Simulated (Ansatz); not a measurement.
A 3-atom cell of K₂S started from a crystallographic database, relaxed with r2SCAN: 9 runs in the plane-wave code Ansatz, each a construction of maximally localised Wannier functions. The symmetry is Fm-3m (No. 225, cubic); conventional cell a = 7.405 Å, 33.84 Å³ an atom. K has 4 S at 3.21 Å; S has 8 K at 3.21 Å. No spin polarisation and no zero-point or thermal motion.

```
K S
1.0
     0.00000    3.70272    3.70272
     3.70272    0.00000    3.70272
     3.70272    3.70272    0.00000
K S
2 1
Cartesian
  1.8514 1.8514 1.8514
  5.5541 5.5541 5.5541
  0.0000 0.0000 0.0000
```

Windows count from the top of the filled bands; a dash means that no such window was set (without an outer window there is no disentanglement). Rows marked drawn have settings drawn at random (some not listed).

| functional | SCF mesh | trial orbitals | functions | mesh | window (eV) | frozen (eV) | settings | Ω total (Å²) | Ω invariant (Å²) | largest spread (Å²) | least projectability | interpolation miss of the model's filled bands (eV, to the nearest computed level) |
| --- | --- | --- | --- | --- | --- | --- | --- | --- | --- | --- | --- | --- |
| PBE | 6×6×6 | S s, S p | 4 | 4×4×4 | – | – | chosen | 6.94 | 5.90 | 1.74 | 0.92 | 0.013 |
| PBE | 6×6×6 | S s, S p | 4 | 6×6×6 | – | – | chosen | 7.23 | 6.16 | 1.81 | 0.92 | 0.002 |
| PBE | 6×6×6 | S p | 3 | 4×4×4 | – | – | chosen | 6.50 | 6.46 | 2.17 | 0.92 | 0.013 |
| r2SCAN | 6×6×6 | S s, S p | 4 | 4×4×4 | – | – | chosen | 6.82 | 5.78 | 1.70 | 0.93 | 0.010 |
| r2SCAN | 6×6×6 | S p | 3 | 4×4×4 | – | – | chosen | 6.35 | 6.31 | 2.12 | 0.92 | 0.010 |
| HSE06 | 4×4×4 | S s, S p | 4 | 4×4×4 | – | – | chosen | 6.77 | 5.73 | 1.69 | 0.93 | – |
| HSE06 | 4×4×4 | S p | 3 | 4×4×4 | – | – | chosen | 6.27 | 6.24 | 2.09 | 0.93 | – |
| PBE | 6×6×6 | S p | 3 | 3×3×3 | – | – | drawn | 6.13 | 6.07 | 2.04 | 0.93 | 0.060 |
| PBE | 6×6×6 | S p | 3 | 4×4×4 | -16.6 to +5.0 | – | drawn | 6.11 | 6.09 | 2.04 | 0.94 | 0.184 |

1 of the rows take their functions from a window without a frozen part or with a poor projection: such a subspace needn't follow the bands named, so its spread can't be set beside the others.

A dash in the last column means that the miss wasn't evaluated.

For S s, S p with PBE the spread goes 6.94 Å² (4×4×4), 7.23 Å² (6×6×6): finite differences on a coarse mesh understate it.
